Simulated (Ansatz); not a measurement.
# CaF2: the cost of one run

Computed with Ansatz 0.2.0 (DFT PBE, scalar-relativistic, plane waves, PAW, unless a step's input says otherwise).

## Step 1: The structure to begin with

It takes space group Fm-3m (No. 225, cubic). Conventional cell: a = 5.463 Å, b = 5.463 Å, c = 5.463 Å, α = 90.00°, β = 90.00°, γ = 90.00°. Ca (site symmetry m-3m) has 8 F at 2.37 Å in its first shell of neighbours. F (site symmetry -43m) has 4 Ca at 2.37 Å in its first shell of neighbours.

Structure file:

```
CELL_PARAMETERS angstrom
2.73125 -2.73125 0.00000
2.73125 0.00000 -2.73125
5.46250 5.46250 5.46250
ATOMIC_POSITIONS crystal
Ca 0.66667 0.66667 0.33333
Ca 0.00000 0.00000 0.00000
Ca 0.33333 0.33333 0.66667
F 0.66667 0.66667 0.58333
F 0.00000 0.00000 0.25000
F 0.33333 0.33333 0.91667
F 0.66667 0.66667 0.08333
F 0.00000 0.00000 0.75000
F 0.33333 0.33333 0.41667
```

The cell is taken as given, not relaxed at this level.

## Step 2: Zero of the scan

Input file input.yaml:

```yaml
crystal:
  lattice:
    - [2.73125, -2.73125, 0.0]
    - [2.73125, 0.0, -2.73125]
    - [5.4625, 5.4625, 5.4625]
  atoms:
    - { symbol: Ca, position: [0.6666666667, 0.6666666667, 0.3333333333] }
    - { symbol: Ca, position: [0.0, 0.0, 0.0] }
    - { symbol: Ca, position: [0.3333333333, 0.3333333333, 0.6666666667] }
    - { symbol: F, position: [0.6666666667, 0.6666666667, 0.5833333333] }
    - { symbol: F, position: [1.0, 0.0, 0.25] }
    - { symbol: F, position: [0.3333333333, 0.3333333333, 0.9166666667] }
    - { symbol: F, position: [0.6666666667, 0.6666666667, 0.0833333333] }
    - { symbol: F, position: [1.0, 1.0, 0.75] }
    - { symbol: F, position: [0.3333333333, 0.3333333333, 0.4166666667] }
basis:
  ecutwfc: 420
kpoints:
  mp_grid: { grid: [7, 7, 3] }
hamiltonian:
  xc: pbe
scf:
  occupations: { method: gaussian, width: 0.05 }
output:
  forces: true
  stress: true
  eigenvalues: true
  write_density: true
  write_potential: true
  elf: true
  volumetric_format: npy
```

Started as:

```console
$ ansatz run input.yaml --threads 2 --pin off --max-ram 5120MiB --backend cpu --events-out ev --progress --plain --runs-dir out
```

What time and memory should one allow on 2 threads of Arm Neoverse N1, shared host?

About 7.1 s, with a peak of 0.4 GiB.
